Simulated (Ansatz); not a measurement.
# Pb (P6_3/mmc) in Ansatz: notebook, part 2 of 2

Ansatz 0.2.0. The steps go on from the part before.

## 5. Relaxation of cell and atoms, PBEsol, target pressure 2 GPa, at which the enthalpy is minimised

Contents of input.yaml:

```yaml
crystal:
  lattice:
    - [3.48, 0.0, 0.0]
    - [-1.74, 3.0137684052, 0.0]
    - [0.0, 0.0, 5.59]
  atoms:
    - { symbol: Pb, position: [0.6666666667, 0.3333333333, 0.75] }
    - { symbol: Pb, position: [0.3333333333, 0.6666666667, 0.25] }
hamiltonian:
  xc: pbesol
  pseudopotentials: { kind: paw }
kpoints:
  mp_grid: { grid: [9, 9, 5] }
scf:
  occupations: { method: fermi_dirac, width: 0.05 }
output:
  forces: true
  stress: true
  eigenvalues: true
relax:
  f_tol: 0.01
  max_steps: 40
  cell: { stress_tol: 0.05, p_target: 2.0 }
```

Potentials or basis: Ansatz PAW.

Run with:

```
$ ansatz run input.yaml --threads 2 --pin off --max-ram 5632MiB --backend cpu --events-out ev --progress --plain --runs-dir out
```

The log of the run:

```text
Warning: RAYON_NUM_THREADS=2 ignored (pool sized by the plan → 2); use --threads N
Engine: ansatz 0.2.0, aarch64-unknown-linux-gnu
Pseudopotentials: kind: paw
Pseudopotential: Pb, paw, valence charge 14, recommended cutoff 420 eV (normal), Pb.paw.azcp
Functional definition: PBEsol
  exchange = pbesol_x
  correlation = pbesol_c
Crystal: 2 atoms, lattice volume = 58.627 Å³
Basis set: ecut = 420 eV, 1117 PW (Γ), exchange–correlation on 48×48×80 points (8 copies of the dense FFT grid, shifted against one another)
Bands: 18, of which v1, the nominal top of the filled ones, is band 14 counted from 1 (13 counted from 0)
Symmetry: 24 space group operations
Space group: P63/mmc (ITA 194), of the structure as read, at distance tolerance 3.9e-5 Å
k-points: 36 of 405
Non-local potential: Pb, projectors of the file, l = 0: 2, l = 1: 2, l = 2: 2, l = 3: 2
PAW form: soft (Blöchl's): semilocal exchange-correlation on the pseudo side does not see the compensation charge
PAW frozen core: Pb, regenerated for the run's functional, and the local potential with it (the file was generated under x = pbe(κ = 0.804, μ = 0.2195149727645171), c = pbe(β = 0.06672455060314922))
PAW one-centre angular grid: Pb, 590 points (default); XC on 64 Gauss nodes
Initial density: superposition of atomic densities (neutral atoms: chi_scale 0, normalization atom), corrected by the library's trained network
Initial wavefunctions: pseudopotential atomic-orbital guess
Functional: x = pbesol(κ = 0.804, μ = 0.12345679012345678), c = pbesol(β = 0.046)
SCF iter   1: F=—  HF=-23509.840210 eV  |F-HF|=—  |Δ(HF+E_count)|=         —  Δρ=2.42e-3  dr2=3.79e-3  ethr=1.77e-3  ⟨swp⟩=6.4  Hψ=3212  notcnv=0
preconditioner: auto → Kerker (q_TF=auto, 2.412 Å⁻¹)  [metal: Δε(μ)=0.094 eV  Ē_g=16.821 eV  σ=0.050 eV  W_gap=0.38  n_scr=22 (ndim 8)  ℏωp=25.7 eV  f_vac=0.000  D(μ)=1.19/eV (n_scr^D=2)]
[... 70 lines left out ...]
  E_core_change = 0.124233  (= ΣΔE_core)
  E_smearing   = -0.011054  (= −TS)
  E_closure    = 0.000000  (closes the sum)
  Σ components = -23509.853932   (vs F -23509.853932, Δ=0.00e0)
--- Forces (eV/Å), atoms counted from 1 ---
  atom   1  Pb    -0.00000000    -0.00000000    -0.00000000
  atom   2  Pb     0.00000000     0.00000000     0.00000000
  max |Σ_I F_I| component: 1.85e-17 eV/Å
--- Stress (GPa, compression-positive) ---
        2.042207      -0.000000       0.000000
       -0.000000       2.042207      -0.000000
        0.000000      -0.000000       2.015114
  P = ⅓ Tr σ = 2.0332 GPa (20.332 kbar)
--- Band table (eV; the first three rows and the last of 36) ---
  k-point 0: bands = ["-5.4906", "-5.4669", "-5.4355", "-5.4355", "-5.4138", "-5.4138", "-5.2974", "-5.2974", "-5.1356", "-5.1356", "-0.5363", "3.0540", "7.0349", "17.9977", "17.9977", "18.7323", "19.7598", "19.7598"]
  k-point 1: bands = ["-5.4859", "-5.4664", "-5.4413", "-5.4413", "-5.4206", "-5.4206", "-5.2741", "-5.2741", "-5.1463", "-5.1463", "-0.3447", "2.3298", "8.1658", "16.5923", "18.1459", "18.1459", "19.5777", "19.5777"]
  k-point 2: bands = ["-5.4759", "-5.4682", "-5.4443", "-5.4443", "-5.4350", "-5.4350", "-5.2252", "-5.2252", "-5.1778", "-5.1778", "0.2298", "1.1654", "10.5400", "13.4453", "18.5551", "18.5551", "19.1048", "19.1048"]
  k-point 35: bands = ["-5.4559", "-5.4559", "-5.4011", "-5.3095", "-5.2929", "-5.2929", "-5.2760", "-5.2747", "-5.1304", "-5.1304", "4.7251", "4.7251", "9.1739", "9.1739", "9.5459", "10.4637", "15.9932", "15.9932"]
--- Relaxed structure (4 steps of the walk, 4 accepted, 1 SCFs on fresh bases) ---
  F+E_penalty+E_count = -23509.85393201 eV   max|allowed force component| = 2.313e-17 eV/Å   (the final SCF, on the basis selected at the relaxed cell)
  cell:  # Å, volume = 57.4056 Å³
    - [3.3892586771062136, -6.843502975649969e-33, -4.0032095645516664e-19]
    - [-1.6946293385531068, 2.935184114370821, 2.001604782275857e-19]
    - [-6.43044294992295e-19, 4.434098131983999e-33, 5.770511937266295]
  atoms:
    - { symbol: Pb, position: [0.6666666666666666, 0.3333333333333333, 0.7500000000000001] }
    - { symbol: Pb, position: [0.3333333333333333, 0.6666666666666666, 0.25] }
```

Wall time 4.3 s (2 threads of Arm Neoverse V2, shared host); peak memory 0.34 GiB.

What came out:

```yaml
Free_energy: -23509.8539 eV
Relaxed_volume: 28.70 Å³/atom
Relaxed_cell: a = 3.389 Å, b = 3.389 Å, c = 5.771 Å, α = 90.00°, β = 90.00°, γ = 120.00°
Space_group_after_relaxing_to_0.05_Å: P6_3/mmc (No. 194)
Energy_change_on_relaxing_the_enthalpy_is_what_falls: -8.6 meV/atom
Ionic_steps: 5
Pressure_after_relaxing: 2.0 GPa
Band_gap_on_the_k_mesh: none (metal or under the smearing width)
```

Step by step:
| step | energy change (eV) | largest force (eV/Å) | volume (Å³) |
| --- | --- | --- | --- |
| 1 | 0.0000 | 0.0000 | 58.63 |
| 2 | -0.0140 | 0.0000 | 57.25 |
| 3 | -0.0194 | 0.0000 | 57.57 |
| 4 | -0.0173 | 0.0000 | 57.41 |
| 5 | -0.0172 | 0.0000 | 57.41 |

Final structure:
```xyz
2
Lattice="3.3893 0.0000 0.0000 -1.6946 2.9352 0.0000 0.0000 0.0000 5.7705" Properties=species:S:1:pos:R:3 pbc="T T T"
Pb    1.6946    0.9784    4.3279
Pb    0.0000    1.9568    1.4426
```

Levels at points of the mesh, in eV from the Fermi level:
| k point | band 10 | band 11 | band 12 | band 13 | band 14 | band 15 | band 16 | band 17 | band 18 |
| --- | --- | --- | --- | --- | --- | --- | --- | --- | --- |
| (0.00, 0.00, 0.00) | -16.62 | -12.02 | -8.43 | -4.45 | 6.51 | 6.51 | 7.25 | 8.28 | 8.28 |

Caveat: the plane-wave basis is chosen anew once the cell has moved, so the energies of steps on either side of that aren't comparable; the PAW data sets come from PBE, with cores solved anew for the run's functional, which leaves a small shift of forces and pressure. Spin-orbit coupling is left out, which matters for the levels of Pb.

## 6. Summary

```tsv
task	level	cell	target pressure (GPa)	gap on the mesh (eV)	pressure (GPa)
relaxation of the atoms	PBE	atoms relaxed from: strained by -1 %	-	none	4.7
relaxation of the atoms	PBE	atoms relaxed	-	none	4.1
relaxation of cell and atoms	PBEsol	relaxed	-	none	0.0
relaxation of cell and atoms	PBEsol	relaxed to 2 GPa	2	none	2.0
```

Alike in all rows: potentials or basis Ansatz PAW; no spin polarisation; k mesh 9 × 9 × 5; cutoff (eV) 420; smearing fermi-dirac 0.05 eV.

Caveats: the thresholds are loose for stress (some runs); the plane-wave basis is chosen anew once the cell has moved, so the energies of steps on either side of that aren't comparable (some runs); the PAW data sets come from PBE, with cores solved anew for the run's functional, which leaves a small shift of forces and pressure (some runs); the relaxation stopped at its first step, so nothing moved (some runs).

Absolute energies hang on the potentials; compare differences alone.
